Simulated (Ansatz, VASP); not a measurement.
**TaN: VASP beside Ansatz**

The input INCAR:

```
PREC     = Accurate       # precision mode
ENCUT    = 520            # plane-wave cutoff, eV
EDIFF    = 1E-6           # SCF threshold, eV
ISMEAR   = -1             # smearing method
SIGMA    = 0.05           # smearing width, eV
LREAL    = F              # projectors in reciprocal space
LASPH    = T              # aspherical terms in the spheres
NELM     = 80             # most SCF steps
ALGO     = Normal         # electronic algorithm
ISIF     = 2              # what is computed and relaxed
LWAVE    = F              # write WAVECAR
LCHARG   = T              # write CHGCAR
GGA      = PE             # functional
LELF     = T              # ELF
LVHAR    = T            
NBANDS   = 33             # bands
```

The input KPOINTS:

```
regular mesh
0
Gamma
  6 6 9
```

File POSCAR:

```
TaN
1.0
    5.1850002000      0.0000000000      0.0000000000
   -2.5925001000      4.4903418900      0.0000000000
    0.0000000000      0.0000000000      2.9080005300
Ta N
3 3
Direct
    0.0000000000      0.0000000000      0.0000000000
    0.3333333333      0.6666666667      0.5000000000
    0.6666666667      0.3333333333      0.5000000000
    0.5000000000      0.0000000000      0.0000000000
    0.5000000000      0.5000000000      0.0000000000
    0.0000000000      0.5000000000      0.0000000000
```

Contents of input.yaml:

```yaml
crystal:
  lattice:
    - [5.1850002, 0.0, 0.0]
    - [-2.5925001, 4.49034189, 0.0]
    - [0.0, 0.0, 2.90800053]
  atoms:
    - { symbol: Ta, position: [0.0, 0.0, 0.0] }
    - { symbol: Ta, position: [0.3333333333, 0.6666666667, 0.5] }
    - { symbol: Ta, position: [0.6666666667, 0.3333333333, 0.5] }
    - { symbol: "N", position: [0.5, 0.0, 0.0] }
    - { symbol: "N", position: [0.5, 0.5, 0.0] }
    - { symbol: "N", position: [0.0, 0.5, 0.0] }
hamiltonian:
  xc: pbe
  pseudopotentials: { kind: paw }
kpoints:
  mp_grid: { grid: [6, 6, 9] }
scf:
  occupations: { method: fermi_dirac, width: 0.05 }
output:
  forces: true
  stress: true
  eigenvalues: true
  write_density: true
  write_potential: true
  elf: true
  volumetric_format: npy
```

Alike in both runs: task single point; functional PBE; k mesh 6 × 6 × 9; occupations fermi-dirac, width 0.05 eV; no spin polarisation.

```csv
,VASP,Ansatz
version,VASP 6.6.1,Ansatz 0.2.0
potentials or method,"VASP PAW PBE potentials, release 64 (Ta_pv, N)",Ansatz PAW
plane-wave cutoff (eV),520,420
valence electrons in the cell,48,54
```

VASP gave:

```
gap on the k mesh at the Fermi level (eV)       : none
pressure (GPa)                                  : 11.2
largest component of the traceless stress (GPa) : 1.65
```

Problem. What did Ansatz give for the same quantities?

Solution. gap on the k mesh at the Fermi level (eV): none; pressure (GPa): 10.3; largest component of the traceless stress (GPa): 1.43.

A gap of «none» marks a metal or a gap that the smearing closes. The two sets of potentials don't hold the same shells in valence.

Caveats: the pressure holds a Pulay correction of +0.5 GPa for the finite cutoff (Ansatz). The runs have no spin-orbit coupling, so splittings on Ta are missing.
